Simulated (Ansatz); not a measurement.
# Pt (P6_3/mmc) in Ansatz: further runs

One crystal, Pt, is run at these levels: PBE; tasks: relaxation of cell and atoms.

Everything below comes from runs of Ansatz 0.2.0. Logs are shortened: lines on timing, memory, paths and dates and some standing lists are left out, and cuts for length are marked.

### Step 1. Starting point

Symmetry: P6_3/mmc, No. 194, hexagonal system. Conventional cell: a = 2.761 Å, b = 2.761 Å, c = 4.792 Å, α = 90.00°, β = 90.00°, γ = 120.00°. Around Pt (site symmetry -6m2) lie 12 Pt at 2.76 to 2.88 Å.

This isn't the form of Pt at room conditions, which is fcc.

### Step 2. Relaxation of cell and atoms, PBE, target pressure 5 GPa, at which the enthalpy is minimised

Contents of input.yaml:

```yaml
crystal:
  lattice:
    - [2.7606656158, 0.0, 0.0]
    - [-1.3803328079, 2.3908065546, 0.0]
    - [0.0, 0.0, 4.792134]
  atoms:
    - { symbol: Pt, position: [0.3333333333, 0.6666666667, 0.25] }
    - { symbol: Pt, position: [0.6666666667, 0.3333333333, 0.75] }
hamiltonian:
  xc: pbe
  pseudopotentials: { kind: paw }
kpoints:
  mp_grid: { grid: [11, 11, 6] }
scf:
  occupations: { method: fermi_dirac, width: 0.05 }
output:
  forces: true
  stress: true
  eigenvalues: true
relax:
  f_tol: 0.01
  max_steps: 40
  cell: { stress_tol: 0.05, p_target: 5.0 }
```

Potentials or basis: Ansatz PAW.

The run is started by

```bash
ansatz run input.yaml --threads 2 --pin off --max-ram 5632MiB --backend cpu --events-out ev --progress --plain --runs-dir out
```

Standard output:

```text
Warning: RAYON_NUM_THREADS=2 ignored (pool sized by the plan → 2); use --threads N
Engine: ansatz 0.2.0, aarch64-unknown-linux-gnu
Pseudopotentials: kind: paw
Pseudopotential: Pt, paw, valence charge 18, recommended cutoff 420 eV (normal), Pt.paw.azcp
Functional definition: PBE
  parameter kappa = 0.804
  parameter beta = 0.06672455060314922
  exchange = pbe_x(kappa = kappa, mu = beta*pi^2/3)
  correlation = pbe_c(beta = beta)
Crystal: 2 atoms, lattice volume = 31.629 Å³
Basis set: ecut = 420 eV, 623 PW (Γ), exchange–correlation on 40×40×72 points (8 copies of the dense FFT grid, shifted against one another)
Bands: 22, of which v1, the nominal top of the filled ones, is band 18 counted from 1 (17 counted from 0)
Symmetry: 24 space group operations
Space group: P63/mmc (ITA 194), of the structure as read, at distance tolerance 3.2e-5 Å
k-points: 64 of 726
Non-local potential: Pt, projectors of the file, l = 0: 3, l = 1: 2, l = 2: 2, l = 3: 1
PAW form: soft (Blöchl's): semilocal exchange-correlation on the pseudo side does not see the compensation charge
PAW one-centre angular grid: Pt, 590 points (default); XC on 64 Gauss nodes
Initial density: superposition of atomic densities (neutral atoms: chi_scale 0, normalization atom), corrected by the library's trained network
Initial wavefunctions: pseudopotential atomic-orbital guess
Functional: x = pbe(κ = 0.804, μ = 0.2195149727645171), c = pbe(β = 0.06672455060314922)
SCF iter   1: F=—  HF=-25045.916376 eV  |F-HF|=—  |Δ(HF+E_count)|=         —  Δρ=6.85e-3  dr2=3.84e-3  ethr=1.77e-3  ⟨swp⟩=5.2  Hψ=5467  notcnv=0
preconditioner: auto → Kerker (q_TF=auto, 2.788 Å⁻¹)  [metal: Δε(μ)=0.001 eV  Ē_g=9.067 eV  σ=0.050 eV  W_gap=0.00  n_scr=10 (ndim 8)  ℏωp=29.5 eV  f_vac=0.000  D(μ)=4.35/eV (n_scr^D=66)]
SCF iter   2: F=—  HF=-25045.918695 eV  |F-HF|=—  |Δ(HF+E_count)|=   2.32e-3  Δρ=3.48e-3  dr2=9.83e-4  ethr=1.07e-5  ⟨swp⟩=2.0  Hψ=2464  notcnv=0
SCF iter   3: F=—  HF=-25045.919201 eV  |F-HF|=—  |Δ(HF+E_count)|=   5.07e-4  Δρ=4.59e-4  dr2=2.42e-5  ethr=2.73e-6  ⟨swp⟩=2.4  Hψ=1968  notcnv=0
SCF iter   4: F=—  HF=-25045.919222 eV  |F-HF|=—  |Δ(HF+E_count)|=   2.08e-5  Δρ=7.35e-5  dr2=1.17e-6  ethr=6.71e-8  ⟨swp⟩=2.1  Hψ=1933  notcnv=0
SCF iter   5: F=—  HF=-25045.919222 eV  |F-HF|=—  |Δ(HF+E_count)|=   2.86e-7  Δρ=1.97e-5  dr2=1.15e-7  ethr=3.24e-9  ⟨swp⟩=2.1  Hψ=1863  notcnv=0
SCF iter   6: F=-25045.919222 eV  HF=-25045.919222 eV  |F-HF|=3.82e-10  |Δ(HF+E_count)|=  4.77e-10  Δρ=3.84e-6  dr2=2.60e-9  ethr=2.78e-10  ⟨swp⟩=4.0  Hψ=4571  notcnv=0
SCF 1 converged in 6 iterations: F = -25045.919222 eV  dr2 = 2.60e-9
relax step   1: F+E_penalty+E_count = -25045.91922216 eV  Δ(F+E_penalty+E_count) = +0.000e0 eV  max|allowed force component| = 8.789e-17 eV/Å  Δτ_max = 0.0000 Å  P = -0.602 GPa  Ω = 31.629 Å³  (6 SCF iters, dr2 threshold 1.00e-7 eV, accepted)
Crystal: 2 atoms, lattice volume = 29.334 Å³
Basis set: ecut = 420 eV, 573 PW (Γ), exchange–correlation on 40×40×72 points (8 copies of the dense FFT grid, shifted against one another)
Initial density: handed on by an earlier stage of this run
Initial wavefunctions: those handed on with the density
iter 1 solved again at ethr=1.95e-5 eV; its pass at ethr=3.10e-3 eV (dr2=7.01e-3 eV) is discarded
SCF iter   1: F=—  HF=-25045.789288 eV  |F-HF|=—  |Δ(HF+E_count)|=         —  Δρ=6.25e-3  dr2=6.51e-3  ethr=1.95e-5  ⟨swp⟩=2.5  Hψ=8032  notcnv=0
preconditioner: auto → Kerker (q_TF=auto, 2.823 Å⁻¹)  [metal: Δε(μ)=0.008 eV  Ē_g=9.729 eV  σ=0.050 eV  W_gap=0.04  n_scr=10 (ndim 8)  ℏωp=30.7 eV  f_vac=0.000  D(μ)=4.48/eV (n_scr^D=66)]
SCF iter   2: F=—  HF=-25045.788457 eV  |F-HF|=—  |Δ(HF+E_count)|=   8.32e-4  Δρ=3.54e-3  dr2=1.98e-3  ethr=1.81e-5  ⟨swp⟩=1.0  Hψ=1408  notcnv=0
SCF iter   3: F=—  HF=-25045.788182 eV  |F-HF|=—  |Δ(HF+E_count)|=   2.75e-4  Δρ=4.90e-4  dr2=5.39e-5  ethr=5.51e-6  ⟨swp⟩=2.2  Hψ=1996  notcnv=0
SCF iter   4: F=—  HF=-25045.788181 eV  |F-HF|=—  |Δ(HF+E_count)|=   7.05e-7  Δρ=1.15e-4  dr2=2.15e-6  ethr=1.50e-7  ⟨swp⟩=2.5  Hψ=2066  notcnv=0
iter 5 did not close the SCF: its close was put off for the readings that it lacked (scf_convergence_deferred on its scf_iter line)
SCF iter   5: F=-25045.788182 eV  HF=-25045.788182 eV  |F-HF|=2.63e-8  |Δ(HF+E_count)|=   7.00e-7  Δρ=2.49e-5  dr2=1.23e-7  ethr=5.98e-9  ⟨swp⟩=2.2  Hψ=2049  notcnv=0
SCF iter   6: F=-25045.788182 eV  HF=-25045.788182 eV  |F-HF|=1.93e-10  |Δ(HF+E_count)|=   3.32e-8  Δρ=4.70e-6  dr2=4.28e-9  ethr=3.42e-10  ⟨swp⟩=2.0  Hψ=4492  notcnv=0
SCF 2 converged in 6 iterations: F = -25045.788182 eV  dr2 = 4.28e-9
relax step   2: F+E_penalty+E_count = -25045.78818185 eV  Δ(F+E_penalty+E_count) = +1.310e-1 eV  max|allowed force component| = 1.388e-16 eV/Å  Δτ_max = 0.0000 Å  P = +20.903 GPa  Ω = 29.334 Å³  energy of the carried Pulay correction = +1.002e-3 eV  (6 SCF iters, dr2 threshold 2.00e-7 eV, rejected (line search))
Crystal: 2 atoms, lattice volume = 30.987 Å³
Basis set: ecut = 420 eV, 597 PW (Γ), exchange–correlation on 40×40×72 points (8 copies of the dense FFT grid, shifted against one another)
iter 1 solved again at ethr=1.03e-5 eV; its pass at ethr=3.10e-3 eV (dr2=3.69e-3 eV) is discarded
[... 38 lines left out ...]
Crystal: 2 atoms, lattice volume = 30.906 Å³
iter 1 solved again at ethr=6.71e-9 eV; its pass at ethr=3.10e-3 eV (dr2=2.42e-6 eV) is discarded
SCF iter   1: F=—  HF=-25045.911180 eV  |F-HF|=—  |Δ(HF+E_count)|=         —  Δρ=1.01e-4  dr2=7.99e-7  ethr=6.71e-9  ⟨swp⟩=2.0  Hψ=6738  notcnv=0
preconditioner: auto → Kerker (q_TF=auto, 2.799 Å⁻¹)  [metal: Δε(μ)=0.002 eV  Ē_g=9.229 eV  σ=0.050 eV  W_gap=0.01  n_scr=10 (ndim 8)  ℏωp=29.9 eV  f_vac=0.000  D(μ)=4.55/eV (n_scr^D=66)]
SCF iter   2: F=—  HF=-25045.911177 eV  |F-HF|=—  |Δ(HF+E_count)|=   3.47e-6  Δρ=4.89e-5  dr2=1.79e-7  ethr=2.22e-9  ⟨swp⟩=1.0  Hψ=1408  notcnv=0
iter 3 did not close the SCF: its close was put off for the readings that it lacked (scf_convergence_deferred on its scf_iter line)
SCF iter   3: F=-25045.911177 eV  HF=-25045.911177 eV  |F-HF|=6.88e-10  |Δ(HF+E_count)|=   2.89e-8  Δρ=5.47e-6  dr2=3.01e-9  ethr=4.98e-10  ⟨swp⟩=1.2  Hψ=1521  notcnv=0
iter 4 did not close the SCF: its close was put off for the readings that it lacked (scf_convergence_deferred on its scf_iter line)
SCF iter   4: F=-25045.911177 eV  HF=-25045.911177 eV  |F-HF|=6.18e-11  |Δ(HF+E_count)|=  5.82e-11  Δρ=7.12e-7  dr2=1.51e-10  ethr=8.36e-12  ⟨swp⟩=2.8  Hψ=2681  notcnv=0
iter 5 did not close the SCF: its close was put off for the readings that it lacked (scf_convergence_deferred on its scf_iter line)
SCF iter   5: F=-25045.911177 eV  HF=-25045.911177 eV  |F-HF|=7.28e-12  |Δ(HF+E_count)|=  2.91e-11  Δρ=1.77e-7  dr2=8.11e-12  ethr=1.00e-12  ⟨swp⟩=1.0  Hψ=1408  notcnv=0
SCF iter   6: F=-25045.911177 eV  HF=-25045.911177 eV  |F-HF|=3.64e-12  |Δ(HF+E_count)|=  3.64e-12  Δρ=4.93e-8  dr2=5.63e-13  ethr=1.00e-12  ⟨swp⟩=1.0  Hψ=3072  notcnv=0
SCF 6 converged in 6 iterations: F = -25045.911177 eV  dr2 = 5.63e-13
relax step   6: F+E_penalty+E_count = -25045.91117669 eV  Δ(F+E_penalty+E_count) = -2.076e-4 eV  max|allowed force component| = 7.401e-17 eV/Å  Δτ_max = 0.0000 Å  P = +5.000 GPa  Ω = 30.906 Å³  energy of the carried Pulay correction = +3.009e-4 eV  (6 SCF iters, dr2 threshold 2.98e-8 eV, accepted)
Basis set: ecut = 420 eV, 597 PW (Γ), exchange–correlation on 40×40×64 points (8 copies of the dense FFT grid, shifted against one another)
Initial wavefunctions: pseudopotential atomic-orbital guess (no wavefunctions were taken with the density)
iter 1 solved again at ethr=6.67e-9 eV; its pass at ethr=3.10e-3 eV (dr2=2.40e-6 eV) is discarded
SCF iter   1: F=—  HF=-25045.910882 eV  |F-HF|=—  |Δ(HF+E_count)|=         —  Δρ=6.65e-5  dr2=2.31e-7  ethr=6.67e-9  ⟨swp⟩=3.7  Hψ=9909  notcnv=0
preconditioner: auto → Kerker (q_TF=auto, 2.799 Å⁻¹)  [metal: Δε(μ)=0.002 eV  Ē_g=9.229 eV  σ=0.050 eV  W_gap=0.01  n_scr=10 (ndim 8)  ℏωp=29.9 eV  f_vac=0.000  D(μ)=4.54/eV (n_scr^D=66)]
SCF iter   2: F=—  HF=-25045.910864 eV  |F-HF|=—  |Δ(HF+E_count)|=   1.82e-5  Δρ=3.49e-5  dr2=5.89e-8  ethr=6.40e-10  ⟨swp⟩=1.8  Hψ=2349  notcnv=0
SCF iter   3: F=—  HF=-25045.910864 eV  |F-HF|=—  |Δ(HF+E_count)|=   2.24e-8  Δρ=1.99e-6  dr2=2.86e-10  ethr=1.63e-10  ⟨swp⟩=3.0  Hψ=2585  notcnv=0
iter 4 did not close the SCF: its close was put off for the readings that it lacked (scf_convergence_deferred on its scf_iter line)
SCF iter   4: F=-25045.910864 eV  HF=-25045.910864 eV  |F-HF|=7.28e-12  |Δ(HF+E_count)|=  2.40e-10  Δρ=2.84e-7  dr2=6.71e-12  ethr=1.00e-12  ⟨swp⟩=2.6  Hψ=2433  notcnv=0
iter 5 did not close the SCF: its close was put off for the readings that it lacked (scf_convergence_deferred on its scf_iter line)
SCF iter   5: F=-25045.910864 eV  HF=-25045.910864 eV  |F-HF|=3.64e-12  |Δ(HF+E_count)|=    0.00e0  Δρ=6.05e-8  dr2=7.92e-13  ethr=1.00e-12  ⟨swp⟩=1.0  Hψ=1408  notcnv=0
iter 6 did not close the SCF: its close was put off for the readings that it lacked (scf_convergence_deferred on its scf_iter line)
SCF iter   6: F=-25045.910864 eV  HF=-25045.910864 eV  |F-HF|=3.64e-12  |Δ(HF+E_count)|=  3.64e-12  Δρ=1.44e-8  dr2=3.10e-14  ethr=1.00e-12  ⟨swp⟩=1.0  Hψ=1408  notcnv=0
iter 7 did not close the SCF: its close was put off for the readings that it lacked (scf_convergence_deferred on its scf_iter line)
SCF iter   7: F=-25045.910864 eV  HF=-25045.910864 eV  |F-HF|=7.28e-12  |Δ(HF+E_count)|=  3.64e-12  Δρ=2.55e-9  dr2=9.48e-16  ethr=1.00e-12  ⟨swp⟩=1.0  Hψ=1408  notcnv=0
SCF iter   8: F=-25045.910864 eV  HF=-25045.910864 eV  |F-HF|=7.28e-12  |Δ(HF+E_count)|=  1.82e-11  Δρ=5.72e-10  dr2=4.91e-17  ethr=1.00e-12  ⟨swp⟩=1.3  Hψ=3150  notcnv=0
SCF 7 converged in 8 iterations: F = -25045.910864 eV  dr2 = 4.91e-17
relax step   7: F+E_penalty+E_count = -25045.91086401 eV  Δ(F+E_penalty+E_count) = +3.127e-4 eV  max|allowed force component| = 1.110e-16 eV/Å  Δτ_max = 0.0000 Å  P = +5.008 GPa  Ω = 30.906 Å³  stress off target by 8.72e-3 GPa  SCF on the basis re-selected at this cell (its energy is not comparable with the rows above)  (8 SCF iters)
basis re-selected at this cell: Δ(F+E_penalty+E_count) = +3.127e-4 eV, ΔP = +0.008 GPa vs the last step (what re-selecting the basis moved, of the pressure what is left beyond the Pulay correction that the steps carried, after the strain that the cell walked since its last selection, with what the two solves' SCF thresholds leave and, on support functions, any second-order correction that the steps lacked; it is no measure of the basis error at this ecutwfc). The dense FFT grid was sized anew with the basis: this SCF ran on 20×20×32 points, the steps before it on 20×20×36, so part of this shift can come from that change (see relax.cell in the input reference). This SCF's stress stands 8.72e-3 GPa from its target on what of the cell is left free (relax.cell.stress_tol is 5.00e-2 GPa) and its largest allowed force component is 1.11e-16 eV/Å (relax.f_tol is 1.00e-2 eV/Å): within both
SCF converged after 8 iterations
Free energy (F): -25045.910864 eV
Harris-Foulkes:  -25045.910864 eV  (|F-HF|=7.28e-12)
Internal energy: -25045.874917 eV  (E = F + TS)
E sigma→0 (E₀):  -25045.892890 eV
Entropy (-TS):   -0.035947 eV (-17.974 meV/atom)
Fermi energy:    22.631800 eV
--- Per-component energies (eV) ---
  E_band       = -279.042880
  E_kinetic    = 1275.390014
  E_local      = -2991.445385  (includes V_loc(G=0)·N_el)
  E_nonlocal   = 399.777013
  E_hartree    = 1109.938355
  E_xc         = -523.638245
  E_vxc        = -605.794011  (∫ρ·V_xc dr)
  E_paw        = -18907.973335  (= ΣΔE_a)
  E_vpaw       = -576.847618  (= ΣTr[D̂ρ^β])
  E_aug_tail   = 0.000397  (compensation charges beyond the density's cutoff)
  E_ewald      = -5407.923730
  E_smearing   = -0.035947  (= −TS)
  E_closure    = 0.000000  (closes the sum)
  Σ components = -25045.910864   (vs F -25045.910864, Δ=0.00e0)
--- Forces (eV/Å), atoms counted from 1 ---
  atom   1  Pt    -0.00000000    -0.00000000     0.00000000
  atom   2  Pt     0.00000000     0.00000000    -0.00000000
  max |Σ_I F_I| component: 1.85e-17 eV/Å
--- Stress (GPa, compression-positive) ---
        5.008719       0.000000       0.000000
        0.000000       5.008719       0.000000
        0.000000       0.000000       5.008032
  P = ⅓ Tr σ = 5.0085 GPa (50.085 kbar)
--- Band table (eV; the first three rows and the last of 64) ---
  k-point 0: bands = ["-75.7474", "-75.7247", "-30.0741", "-29.8303", "-29.8303", "-29.7838", "-29.7838", "-29.7023", "12.6908", "15.3955", "18.6230", "19.0970", "19.0970", "19.4950", "19.4950", "20.6817", "20.6817", "21.8787", "22.3902", "22.3902", "27.6002", "37.6346"]
  k-point 1: bands = ["-75.7459", "-75.7262", "-30.0497", "-29.8272", "-29.8272", "-29.7869", "-29.7869", "-29.7277", "12.9372", "15.3641", "18.5572", "19.0576", "19.0576", "19.4192", "19.4192", "20.8709", "20.8709", "20.8725", "22.3411", "22.3411", "29.0563", "37.0522"]
  k-point 2: bands = ["-75.7417", "-75.7304", "-29.9826", "-29.8187", "-29.8187", "-29.7968", "-29.7955", "-29.7955", "13.6174", "15.1459", "18.4439", "19.0252", "19.0252", "19.2480", "19.2480", "19.3691", "21.3100", "21.3100", "22.1537", "22.1537", "31.9560", "36.4549"]
  k-point 63: bands = ["-75.7080", "-75.7080", "-30.1417", "-30.1417", "-30.0555", "-30.0555", "-29.7985", "-29.7985", "17.1658", "17.1658", "18.0235", "18.0235", "18.8871", "18.8871", "20.2851", "20.2851", "22.4832", "22.4832", "28.4895", "28.4895", "29.4659", "29.4659"]
--- Relaxed structure (6 steps of the walk, 5 accepted, 1 SCFs on fresh bases) ---
  F+E_penalty+E_count = -25045.91086401 eV   max|allowed force component| = 1.110e-16 eV/Å   (the final SCF, on the basis selected at the relaxed cell)
  cell:  # Å, volume = 30.9061 Å³
    - [2.749729969590095, -2.689956200403961e-33, 3.3624452505049505e-34]
    - [-1.3748649847950476, 2.3813360072124343, -8.420644614103913e-19]
    - [1.945580094402779e-34, -1.6878344790887204e-18, 4.719900801763355]
  atoms:
    - { symbol: Pt, position: [0.33333333333333326, 0.6666666666666665, 0.24999999999999997] }
    - { symbol: Pt, position: [0.6666666666666666, 0.33333333333333326, 0.75] }
```

Run time: 6.9 s. Hardware: 2 threads of Arm Neoverse V2, shared host; peak memory 0.32 GiB.

What came out:

```yaml
Free_energy: -25045.9109 eV
Relaxed_volume: 15.45 Å³/atom
Relaxed_cell: a = 2.750 Å, b = 2.750 Å, c = 4.720 Å, α = 90.00°, β = 90.00°, γ = 120.00°
Space_group_after_relaxing_to_0.05_Å: P6_3/mmc (No. 194)
Energy_change_on_relaxing_the_enthalpy_is_what_falls: +4.2 meV/atom
Ionic_steps: 6
Pressure_after_relaxing: 5.0 GPa
Band_gap_on_the_k_mesh: none (metal or under the smearing width)
```

The path:
```
step  energy change (eV)  largest force (eV/Å)  volume (Å³)
   1              0.0000                0.0000        31.63
   2              0.0059                0.0000        30.99
   3              0.0084                0.0000        30.89
   4              0.0083                0.0000        30.90
   5              0.0080                0.0000        30.91
   6              0.0084                0.0000        30.91
```

Final structure:
```cif
data_structure
_symmetry_space_group_name_H-M 'P 1'
_symmetry_Int_Tables_number 1
_cell_length_a 2.7497
_cell_length_b 2.7497
_cell_length_c 4.7199
_cell_angle_alpha 90.000
_cell_angle_beta 90.000
_cell_angle_gamma 120.000
_cell_volume 30.91
loop_
_atom_site_label
_atom_site_type_symbol
_atom_site_fract_x
_atom_site_fract_y
_atom_site_fract_z
_atom_site_occupancy
Pt1 Pt 0.33333 0.66667 0.25000 1
Pt2 Pt 0.66667 0.33333 0.75000 1
```

Levels at points of the mesh, in eV from the Fermi level:
```tsv
k point	band 15	band 16	band 17	band 18	band 19	band 20	band 21	band 22
(0.00, 0.00, 0.00)	-3.14	-1.95	-1.95	-0.75	-0.24	-0.24	4.97	15.00
(0.00, 0.00, -0.50)	-3.54	-3.54	-0.84	-0.84	-0.84	-0.84	12.30	12.30
```

Caveat: the plane-wave basis is chosen anew once the cell has moved, so the energies of steps on either side of that aren't comparable.

### Step 3. Relaxation of cell and atoms, PBE, target pressure 10 GPa, at which the enthalpy is minimised

input.yaml: that of step 2 with these lines changed.

```diff
@@ -19,2 +19,6 @@
   eigenvalues: true
+  write_density: true
+  write_potential: true
+  elf: true
+  volumetric_format: npy
 relax:
@@ -22,2 +26,2 @@
   max_steps: 40
-  cell: { stress_tol: 0.05, p_target: 5.0 }
+  cell: { stress_tol: 0.05, p_target: 10.0 }
```

Potentials or basis: Ansatz PAW.

The run is started by

```bash
ansatz run input.yaml --threads 2 --pin off --max-ram 5632MiB --backend cpu --events-out ev --progress --plain --runs-dir out
```

Run time: 7.3 s. Hardware: 2 threads of Arm Neoverse V2, shared host; peak memory 0.32 GiB.

Results (log left out):

* Free energy: -25045.8853 eV
* Relaxed volume: 15.18 Å³/atom
* Relaxed cell: a = 2.736 Å, b = 2.736 Å, c = 4.684 Å, α = 90.00°, β = 90.00°, γ = 120.00°
* Space group after relaxing (to 0.05 Å): P6_3/mmc (No. 194)
* Energy change on relaxing (the enthalpy is what falls): +17.0 meV/atom
* Ionic steps: 6
* Pressure after relaxing: 10.0 GPa
* Band gap on the k mesh: none (metal or under the smearing width)

Step by step:
| step | energy change (eV) | largest force (eV/Å) | volume (Å³) |
| --- | --- | --- | --- |
| 1 | 0.0000 | 0.0000 | 31.63 |
| 2 | 0.0234 | 0.0000 | 30.54 |
| 3 | 0.0348 | 0.0000 | 30.33 |
| 4 | 0.0337 | 0.0000 | 30.35 |
| 5 | 0.0333 | 0.0000 | 30.36 |
| 6 | 0.0339 | 0.0000 | 30.36 |

Final structure:
```yaml
crystal:
  lattice:
    - [2.73552, 0.00000, 0.00000]
    - [-1.36776, 2.36903, 0.00000]
    - [0.00000, 0.00000, 4.68450]
  atoms:
    - { symbol: Pt, position: [0.33333, 0.66667, 0.25000] }
    - { symbol: Pt, position: [0.66667, 0.33333, 0.75000] }
```

Levels at points of the mesh, in eV from the Fermi level:
| k point | band 14 | band 15 | band 16 | band 17 | band 18 | band 19 | band 20 | band 21 | band 22 |
| --- | --- | --- | --- | --- | --- | --- | --- | --- | --- |
| (0.00, 0.00, 0.00) | -3.22 | -3.22 | -2.03 | -2.03 | -0.82 | -0.25 | -0.25 | 5.12 | 14.96 |
| (0.00, 0.00, -0.50) | -3.65 | -3.65 | -3.65 | -0.87 | -0.87 | -0.87 | -0.87 | 12.47 | 12.47 |

Caveat: the plane-wave basis is chosen anew once the cell has moved, so the energies of steps on either side of that aren't comparable.

### Step 4. Relaxation of cell and atoms, PBE, target pressure 20 GPa, at which the enthalpy is minimised

input.yaml: that of step 3 with these lines changed.

```diff
@@ -26,2 +26,2 @@
   max_steps: 40
-  cell: { stress_tol: 0.05, p_target: 10.0 }
+  cell: { stress_tol: 0.05, p_target: 20.0 }
```

The run is started by

```bash
ansatz run input.yaml --threads 2 --pin off --max-ram 5632MiB --backend cpu --events-out ev --progress --plain --runs-dir out
```

Run time: 7.3 s. Hardware: 2 threads of Arm Neoverse V2, shared host; peak memory 0.32 GiB.

It converged, with:

```yaml
Free_energy: -25045.7981 eV
Relaxed_volume: 14.71 Å³/atom
Relaxed_cell: a = 2.710 Å, b = 2.710 Å, c = 4.624 Å, α = 90.00°, β = 90.00°, γ = 120.00°
Space_group_after_relaxing_to_0.05_Å: P6_3/mmc (No. 194)
Energy_change_on_relaxing_the_enthalpy_is_what_falls: +60.6 meV/atom
Ionic_steps: 7
Pressure_after_relaxing: 20.0 GPa
Band_gap_on_the_k_mesh: none (metal or under the smearing width)
```

Step by step:
| step | energy change (eV) | largest force (eV/Å) | volume (Å³) |
| --- | --- | --- | --- |
| 1 | 0.0000 | 0.0000 | 31.63 |
| 2 | 0.4146 | 0.0000 | 27.86 |
| 3 | 0.0929 | 0.0000 | 29.66 |
| 4 | 0.1166 | 0.0000 | 29.45 |
| 5 | 0.1202 | 0.0000 | 29.42 |
| 6 | 0.1199 | 0.0000 | 29.42 |
| 7 | 0.1211 | 0.0000 | 29.42 |

Final structure:
```cif
data_structure
_symmetry_space_group_name_H-M 'P 1'
_symmetry_Int_Tables_number 1
_cell_length_a 2.7104
_cell_length_b 2.7104
_cell_length_c 4.6241
_cell_angle_alpha 90.000
_cell_angle_beta 90.000
_cell_angle_gamma 120.000
_cell_volume 29.42
loop_
_atom_site_label
_atom_site_type_symbol
_atom_site_fract_x
_atom_site_fract_y
_atom_site_fract_z
_atom_site_occupancy
Pt1 Pt 0.33333 0.66667 0.25000 1
Pt2 Pt 0.66667 0.33333 0.75000 1
```

Levels at points of the mesh, in eV from the Fermi level:
```tsv
k point	band 14	band 15	band 16	band 17	band 18	band 19	band 20	band 21	band 22
(0.00, 0.00, 0.00)	-3.38	-3.38	-2.17	-2.17	-0.93	-0.27	-0.27	5.39	14.87
(0.00, 0.00, -0.50)	-3.84	-3.84	-3.84	-0.92	-0.92	-0.92	-0.92	12.75	12.75
```

Caveat: the plane-wave basis is chosen anew once the cell has moved, so the energies of steps on either side of that aren't comparable.

[end of part 1 of 2]
